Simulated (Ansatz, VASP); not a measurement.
## Two plane-wave programs on MgO

```
Mg O
1.0
     0.00000    2.09700    2.09700
     2.09700    0.00000    2.09700
     2.09700    2.09700    0.00000
Mg O
1 1
Direct
  0.00000 0.00000 0.00000
  0.50000 0.50000 0.50000
```

The cell is a database's computed one.

Alike in both runs: task relaxation of cell and atoms; functional LDA; k mesh 10 × 10 × 10; occupations gaussian, width 0.02 eV; no spin polarisation.

```csv
,VASP,Ansatz
version,VASP 6.6.1,Ansatz 0.2.0
potentials or method,"VASP PAW LDA potentials, release 64 (Mg, O)","scalar-relativistic, plane waves, PAW"
plane-wave cutoff (eV),600,420
valence electrons in the cell,8,16
```

```csv
,VASP,Ansatz,Ansatz less VASP
"gap on the k mesh at the Fermi level, each at its own relaxed structure (eV)",5.15,5.03,-0.119
relaxed volume (Å³/atom),8.89,8.99,+0.102
relaxed cell length with the largest relative difference (Å),2.930,2.941,+0.0111
energy change over the relaxation (meV/atom),-6,-3,+3.4
```

The two sets of potentials don't hold the same shells in valence.

As with any semilocal functional, this LDA gap is likely too small.
